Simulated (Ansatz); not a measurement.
Task: a scan of the Hubbard U of IrO₂, space group P4_2/mnm, with Ansatz's Python interface. Give the script and its output. Use (first run): PBE, PAW, the default cutoff (420 eV here), 5×5×7 k-points, Fermi-Dirac smearing of 0.1 eV.

`iro2.vasp`
```text
IrO2
1.0
   4.50510000    0.00000000    0.00000000
   0.00000000    4.50510000    0.00000000
   0.00000000    0.00000000    3.15860000
Ir O
2 4
Direct
   0.00000000    0.00000000    0.00000000
   0.50000000    0.50000000    0.50000000
   0.30770000    0.30770000    0.00000000
   0.19230000    0.80770000    0.50000000
   0.69230000    0.69230000    0.00000000
   0.80770000    0.19230000    0.50000000
```

`plus_u_iro2.py`
```python
"""How the states of IrO2 follow the Hubbard U."""

import ansatz as az
from ase.io import read
import numpy as np

XC = "pbe"
KGRID = (5, 5, 7)
SMEARING = "fermi_dirac"


def count_gap(report):
    # lowest empty less highest filled band, counting bands; zero where they overlap
    return max(report.get("gap_by_band_count_ev") or 0.0, 0.0)


def main() -> None:
    atoms = read("iro2.vasp", format="vasp")
    structure = az.Crystal.from_ase(atoms)

    job = (
        structure.calculation()
        .functional(XC)
        .kpoints(*KGRID)
        .occupations(SMEARING)
        .band_table()
    )
    rows = []
    for u in [0.0, 2.0, 4.0, 6.0]:
        r = job.hubbard("Ir", "d", u_eff=u).run(threads=1).report
        shell = r["hubbard"]["n_scf"]
        rows.append((u, count_gap(r), sum(shell) / len(shell), r["n_iterations"]))
    lines = [",".join(["U_eff eV", "gap by band count eV", "Ir d occupation (projector)", "iterations"])] + [",".join(f"{v:.4f}" if isinstance(v, float) else str(v) for v in row) for row in rows]
    print("\n".join(lines))
    with open("plus_u.csv", "w") as handle:
        handle.write("\n".join(lines) + "\n")
    print("eigenvalues of the first occupation matrix at the last U, by spin:")
    for channel in r["hubbard"]["n_eig"][0]:
        print("  ", " ".join(f"{n:.3f}" for n in channel))


if __name__ == "__main__":
    main()
```

`python plus_u_iro2.py` gives:
```text
DeckWarning: basis.ecutwfc = 420 eV, auto-derived from the records' recommended cutoffs: set by Ir (normal level)
U_eff eV,gap by band count eV,Ir d occupation (projector),iterations
0.0000,0.0000,7.0691,9
2.0000,0.0000,7.0869,9
4.0000,0.0000,7.1010,9
6.0000,0.0000,7.1111,9
eigenvalues of the first occupation matrix at the last U, by spin:
   0.384 0.406 0.856 0.925 0.984
```
(Warnings from the package without file and line.)

Notes:
- The run is spin-unpolarised.
- For a metal this k-point mesh is coarse: on a finer one energies can move by several to tens of meV an atom and pressures by half a GPa or more, differences at one mesh by less.
- A gap by band count of zero or less means overlapping bands, a metal.
- A Hubbard U without spin forces both spins into the same orbitals, which can open a gap or pick a state that a spin-polarised run wouldn't.
- The starting cell is as deposited in a crystallographic database; the results hold for this polymorph, which needn't be the stable one.
- Levels are Kohn-Sham eigenvalues on this mesh, without spin-orbit coupling.
- Shell occupations and the effect of U depend on the projectors; a run with no .spin step is spin-unpolarised, and each U may end in a state that isn't the lowest.
- It ran for 13 s on 1 thread of Arm Neoverse V1 (shared host), peak memory 0.46 GiB.

(A comment or docstring line of the script was reworded after the run, the code is as it ran.)
